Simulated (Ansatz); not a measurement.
# Al(111) with 4 layers of random Al-Li, 2x2: scattering by chemical disorder, part 2 of 2

How strongly does chemical disorder scatter in Al(111) with 4 layers of random Al-Li, 2x2?

Ansatz 0.2.0; Ansatz plane-wave DFT, PBE, PAW files; ballistic transport by layer matching (Landauer), zero bias; PAW set soft_1.

So far. Step 3 (With 8 alloy layers): Over the solved energies the transmission per spin lies between 3.44 and 3.51, out of 5.53 channels of the lead on average (up to 5.59).

## (4) With 12 alloy layers

In 12 layers a share of 0.125 of the sites is given to Li at random. A fresh draw is used; the growth of the resistance with length is what counts.

System of this step: Al(111) with 12 layers of random Al-Li, 2x2. The cell holds 72 atoms: 66 Al and 6 Li. Its edges and angles: a = 5.725 Å, b = 5.725 Å, c = 42.068 Å, α = 90.0°, β = 90.0°, γ = 120.0°. It derives from Al. Regions: lead, 24 atoms (24 Al); scattering region, 48 atoms (42 Al and 6 Li). The structure is stacked along c, and the current runs across the ab planes.

The input, input.yaml:

```yaml
crystal:
  lattice:
    - [5.7246940741, 0.0, 0.0]
    - [-2.862347037, 4.957730497, 0.0]
    - [0.0, 0.0, 42.0677382451]
  atoms:
    - { symbol: Al, position: [0.0, 0.0, 0.0277777778] }
    - { symbol: Al, position: [0.0, 0.5, 0.0277777778] }
    - { symbol: Al, position: [0.5, 0.0, 0.0277777778] }
    - { symbol: Al, position: [0.5, 0.5, 0.0277777778] }
    - { symbol: Al, position: [0.1666666667, 0.3333333333, 0.0833333333] }
    - { symbol: Al, position: [0.1666666667, 0.8333333333, 0.0833333333] }
    - { symbol: Al, position: [0.6666666667, 0.3333333333, 0.0833333333] }
    - { symbol: Al, position: [0.6666666667, 0.8333333333, 0.0833333333] }
    - { symbol: Al, position: [0.3333333333, 0.1666666667, 0.1388888889] }
    - { symbol: Al, position: [0.3333333333, 0.6666666667, 0.1388888889] }
    - { symbol: Al, position: [0.8333333333, 0.1666666667, 0.1388888889] }
    - { symbol: Al, position: [0.8333333333, 0.6666666667, 0.1388888889] }
    - { symbol: Al, position: [0.0, 0.0, 0.1944444444] }
    - { symbol: Al, position: [0.0, 0.5, 0.1944444444] }
    - { symbol: Al, position: [0.5, 0.0, 0.1944444444] }
    - { symbol: Al, position: [0.5, 0.5, 0.1944444444] }
    - { symbol: Al, position: [0.1666666667, 0.3333333333, 0.25] }
    - { symbol: Al, position: [0.1666666667, 0.8333333333, 0.25] }
    - { symbol: Al, position: [0.6666666667, 0.3333333333, 0.25] }
    - { symbol: Al, position: [0.6666666667, 0.8333333333, 0.25] }
    - { symbol: Al, position: [0.3333333333, 0.1666666667, 0.3055555556] }
    - { symbol: Al, position: [0.3333333333, 0.6666666667, 0.3055555556] }
    - { symbol: Al, position: [0.8333333333, 0.1666666667, 0.3055555556] }
    - { symbol: Al, position: [0.8333333333, 0.6666666667, 0.3055555556] }
    - { symbol: Al, position: [0.0, 0.0, 0.3611111111] }
    - { symbol: Li, position: [0.0, 0.5, 0.3611111111] }
    - { symbol: Al, position: [0.5, 0.0, 0.3611111111] }
    - { symbol: Al, position: [0.5, 0.5, 0.3611111111] }
    - { symbol: Al, position: [0.1666666667, 0.3333333333, 0.4166666667] }
    - { symbol: Al, position: [0.1666666667, 0.8333333333, 0.4166666667] }
    - { symbol: Al, position: [0.6666666667, 0.3333333333, 0.4166666667] }
    - { symbol: Li, position: [0.6666666667, 0.8333333333, 0.4166666667] }
    - { symbol: Al, position: [0.3333333333, 0.1666666667, 0.4722222222] }
    - { symbol: Al, position: [0.3333333333, 0.6666666667, 0.4722222222] }
    - { symbol: Li, position: [0.8333333333, 0.1666666667, 0.4722222222] }
    - { symbol: Al, position: [0.8333333333, 0.6666666667, 0.4722222222] }
    - { symbol: Al, position: [0.0, 0.0, 0.5277777778] }
    - { symbol: Li, position: [0.0, 0.5, 0.5277777778] }
    - { symbol: Al, position: [0.5, 0.0, 0.5277777778] }
    - { symbol: Al, position: [0.5, 0.5, 0.5277777778] }
    - { symbol: Al, position: [0.1666666667, 0.3333333333, 0.5833333333] }
    - { symbol: Al, position: [0.1666666667, 0.8333333333, 0.5833333333] }
    - { symbol: Li, position: [0.6666666667, 0.3333333333, 0.5833333333] }
    - { symbol: Al, position: [0.6666666667, 0.8333333333, 0.5833333333] }
    - { symbol: Al, position: [0.3333333333, 0.1666666667, 0.6388888889] }
    - { symbol: Al, position: [0.3333333333, 0.6666666667, 0.6388888889] }
    - { symbol: Al, position: [0.8333333333, 0.1666666667, 0.6388888889] }
    - { symbol: Al, position: [0.8333333333, 0.6666666667, 0.6388888889] }
    - { symbol: Al, position: [0.0, 0.0, 0.6944444444] }
    - { symbol: Li, position: [0.0, 0.5, 0.6944444444] }
    - { symbol: Al, position: [0.5, 0.0, 0.6944444444] }
    - { symbol: Al, position: [0.5, 0.5, 0.6944444444] }
    - { symbol: Al, position: [0.1666666667, 0.3333333333, 0.75] }
    - { symbol: Al, position: [0.1666666667, 0.8333333333, 0.75] }
    - { symbol: Al, position: [0.6666666667, 0.3333333333, 0.75] }
    - { symbol: Al, position: [0.6666666667, 0.8333333333, 0.75] }
    - { symbol: Al, position: [0.3333333333, 0.1666666667, 0.8055555556] }
    - { symbol: Al, position: [0.3333333333, 0.6666666667, 0.8055555556] }
    - { symbol: Al, position: [0.8333333333, 0.1666666667, 0.8055555556] }
    - { symbol: Al, position: [0.8333333333, 0.6666666667, 0.8055555556] }
    - { symbol: Al, position: [0.0, 0.0, 0.8611111111] }
    - { symbol: Al, position: [0.0, 0.5, 0.8611111111] }
    - { symbol: Al, position: [0.5, 0.0, 0.8611111111] }
    - { symbol: Al, position: [0.5, 0.5, 0.8611111111] }
    - { symbol: Al, position: [0.1666666667, 0.3333333333, 0.9166666667] }
    - { symbol: Al, position: [0.1666666667, 0.8333333333, 0.9166666667] }
    - { symbol: Al, position: [0.6666666667, 0.3333333333, 0.9166666667] }
    - { symbol: Al, position: [0.6666666667, 0.8333333333, 0.9166666667] }
    - { symbol: Al, position: [0.3333333333, 0.1666666667, 0.9722222222] }
    - { symbol: Al, position: [0.3333333333, 0.6666666667, 0.9722222222] }
    - { symbol: Al, position: [0.8333333333, 0.1666666667, 0.9722222222] }
    - { symbol: Al, position: [0.8333333333, 0.6666666667, 0.9722222222] }
kpoints:
  mp_grid: { grid: [5, 5, 1] }
hamiltonian:
  xc: pbe
  pseudopotentials: { kind: paw, azcp: { folder: soft_1 } }
scf:
  occupations: { method: fermi_dirac, width: 0.1 }
output:
  transmission:
    leads: [[0, 4]]
    kmesh: [10, 10]
    e_range: [-0.05, 0.05]
    de: 0.05
  write_potential: true
  write_density: true
  volumetric_format: npy
```

The run is started by

```console
> ansatz run input.yaml --threads 4 --pin off --max-ram 15360MiB --backend cpu --events-out ev --progress --plain --runs-dir out
```

Numbers of over 12 decimals in the logs are rounded to 6 here.

The log of the run:

```text
[...]
Crystal: 72 atoms, lattice volume = 1193.945 Å³
Basis set: ecut = 420 eV, 23469 PW (Γ)
Bands: 180, of which v1, the nominal top of the filled ones, is band 108 counted from 1 (107 counted from 0)
Symmetry: 1 space group operations
[...]
k-points: 13 of 25 (time reversal used)
[...]
SCF iter   1: F=—  HF=-36708.900747 eV  |F-HF|=—  |Δ(HF+E_count)|=         —  Δρ=2.21e-2  dr2=6.99e1  ethr=3.10e-3  ⟨swp⟩=7.6  Hψ=12321  notcnv=0  defer=109
[...]
SCF iter   8: F=-36705.569658 eV  HF=-36705.569658 eV  |F-HF|=4.26e-9  |Δ(HF+E_count)|=   5.49e-8  Δρ=4.97e-7  dr2=6.75e-9  ethr=4.63e-11  ⟨swp⟩=13.8  Hψ=10108  notcnv=0
SCF 1 converged in 8 iterations: F = -36705.569658 eV  dr2 = 6.75e-9
[...]
transmission: 273 of 2704 steps passed
transmission: 549 of 2704 steps passed
[...]
transmission: 2704 of 2704 steps passed
SCF converged after 8 iterations
Free energy (F): -36705.569658 eV
[...]
Internal energy: -36704.661230 eV  (E = F + TS)
E sigma→0 (E₀):  -36705.115444 eV
Entropy (-TS):   -0.908428 eV (-12.617 meV/atom)
Fermi energy:    7.370394 eV
[...]
--- Band table (eV; the first three rows and the last of 13) ---
  k-point 0: bands = [... 104 lower, 6.0998, 6.2913, 6.3308, 6.3456, 6.3503, 6.3854, 6.4301, 6.4873, ... 68 higher]
  k-point 1: bands = [... 104 lower, 6.5491, 6.5999, 6.6238, 6.6576, 6.7240, 6.7942, 6.8334, 6.9006, ... 68 higher]
  k-point 2: bands = [... 104 lower, 7.4503, 7.4748, 7.5134, 7.5901, 7.6069, 7.6297, 7.6771, 7.7421, ... 68 higher]
  k-point 12: bands = [... 104 lower, 7.1466, 7.2957, 7.3390, 7.4369, 7.4601, 7.5249, 7.5469, 7.5751, ... 68 higher]
--- Transmission ---
  basis      : 253 plane waves across, 52 finite elements along
  points     : 52, standing for a mesh of 10 x 10
[...]
channels       : 5.590000e0 a spin
[...]
junction   : crystal 0 to crystal 0, 1.64 to 41.37 Å
    transmission   : 3.016686e0 a spin
[...]
```

Wall time 7 min (4 threads of Intel Xeon Platinum 8488C (Sapphire Rapids), shared host); peak memory 4.9 GiB.

This step gave:

| Property | Result |
| --- | --- |
| free energy | -36705.5697 eV |
| energy at zero smearing | -36705.1154 eV |
| Fermi energy | 7.370 eV |
| transmission per spin nearest the Fermi level | 3.017 |
| step of the lead's potential | 8 meV |

Per spin. The transmission, zone mean by energy, zero at the Fermi level:

```csv
energy (eV),"transmission, zone mean"
-0.0500,2.92
0.0000,3.02
0.0500,3.00
```

Over the solved energies the transmission per spin lies between 2.92 and 3.02, out of 5.46 channels of the lead on average (up to 5.59).

## (5) The fit

This step: Ansatz plane-wave DFT, PBE, PAW files; ballistic transport by layer matching (Landauer), zero bias; residual resistivity from the slope of the area resistance, atoms on the host's lattice; PAW set soft_1 (Ansatz 0.2.0).

This step gave:

```yaml
resistivity: 15.78 µΩ cm
intercept: 0.1101 fΩ m²
scatter_about_the_fit: 0.009835 fΩ m²
```

Resistance, by row:

```csv
run,length (Å),T,channels N,RA (fΩ m²)
n4,9.348,3.887,5.403,0.2646
n8,18.7,3.477,5.53,0.3912
n12,28.05,2.978,5.463,0.5596
```

Table of area resistance by length of the alloy:

```csv
length of the alloy (Å),area resistance (fΩ m²)
9.35,0.265
18.70,0.391
28.05,0.560
```

The area resistance goes from 0.26 to 0.56 fΩ m² between 9.3 and 28.0 Å, a slope of 16 µΩ cm.

By hand from the end points: (0.5596 − 0.2646) fΩ m² / (28.05 − 9.35) Å = 16 µΩ cm, since 1 fΩ m² per Å is 1000 µΩ cm.

## (6) What came out

| Item | Value |
| --- | --- |
| resistivity from the slope | 15.8 µΩ cm |
| area resistance over 9.35 Å | 0.265 fΩ m² |
| area resistance over 18.7 Å | 0.391 fΩ m² |
| area resistance over 28.0 Å | 0.560 fΩ m² |

In words: The slope gives 16 µΩ cm. The points scatter by 0.0098 fΩ m² about the line, with one random draw a length in a 2x2 cell, so the slope is a rough value. The lead's own channel count moves between the runs (5.40, 5.53 and 5.46), which shifts RA and the slope too. Read with a model of isotropic scattering on a spherical Fermi surface and the lead's 1.5×10¹⁵ S/m², this slope means a mean free path near 34 Å; over these lengths the model's slope is 1.05 times its bulk resistivity, which would be 15 µΩ cm. The draw over the shortest length came out nearly ordered, with 8 symmetry operations, so that point is a poor sample of a random alloy. The atoms sit on the host's lattice, so scattering by size misfit is left out.

[Logs are printed without paths, hosts, clocks, repeated set-up lines and the standing remarks that a program may print on its own settings, such as how far it seeks lower states.]

[Hosts, paths, dates, database ids (printed as entryN), source tags and the programs' standing remarks are cut or masked in the printed files.]
